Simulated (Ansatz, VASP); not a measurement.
This is a calculation of InP for Ansatz 0.2.0.

input.yaml

```yaml
crystal:
  lattice:
    - [0.0, 2.9305, 2.9305]
    - [2.9305, 0.0, 2.9305]
    - [2.9305, 2.9305, 0.0]
  atoms:
    - { symbol: In, position: [0.0, 0.0, 0.0] }
    - { symbol: P, position: [0.75, 0.75, 0.75] }
kpoints:
  mp_grid: { grid: [8, 8, 8] }
scf:
  occupations: { method: fermi_dirac, width: 0.05 }
hamiltonian:
  xc: lda
  pseudopotentials: { kind: all_electron, lapw: { basis_error: 0.001 } }
output:
  forces: true
  stress: true
relax:
  f_tol: 0.005
  max_steps: 60
  cell: {}
```

Potentials or basis: all-electron LAPW, scalar-relativistic.

The run is started by

```console
$ ansatz run input.yaml --threads 1 --pin off --max-ram 3072MiB --backend cpu --events-out ev --progress --plain --runs-dir out
```

Task: Set up the same calculation for VASP 6.6.1. Potentials there: VASP PAW LDA potentials, release 64 (In_d, P).

Result: As run (the cutoff follows the program's own potentials):

The input INCAR:

```
SYSTEM = InP
ALGO = Normal ; EDIFF = 1E-6
EDIFFG = -0.005 ; ENCUT = 600
GGA = CA ; IBRION = 2
ISIF = 3 ; ISMEAR = -1
LASPH = .True. ; LCHARG = .False.
LREAL = .False. ; LWAVE = .False.
NELM = 80 ; NSW = 80
PREC = Accurate ; SIGMA = 0.05
```

File KPOINTS:

```
k-points
0
Gamma
  8 8 8
  0 0 0
```

POSCAR

```
InP
1.0
    0.0000000000      2.9305000000      2.9305000000
    2.9305000000      0.0000000000      2.9305000000
    2.9305000000      2.9305000000      0.0000000000
In P
1 1
Direct
    0.0000000000      0.0000000000      0.0000000000
    0.7500000000      0.7500000000      0.7500000000
```

Potentials or basis: VASP PAW LDA potentials, release 64 (In_d, P).

Run with:

```sh
$ cat potpaw_LDA.64/In_d/POTCAR potpaw_LDA.64/P/POTCAR > POTCAR
$ mpirun -np 1 vasp_std > vasp.out
```

Both were run:

|  | VASP | Ansatz | Ansatz less VASP |
| --- | --- | --- | --- |
| relaxed volume (Å³/atom) | 24.75 | 24.73 | -0.020 |
| relaxed cell length with the largest relative difference (Å) | 4.121 | 4.120 | -0.0011 |
| energy change over the relaxation (meV/atom) | -2 | -2 | -0.1 |

Ansatz ran all-electron here, so the differences hold the error of VASP's frozen core and of both bases.

Caveats: spin-orbit coupling is left out, which moves the levels of the heavy elements. LDA usually gives volumes a few per cent too small. As with any semilocal functional, this LDA gap is likely too small.
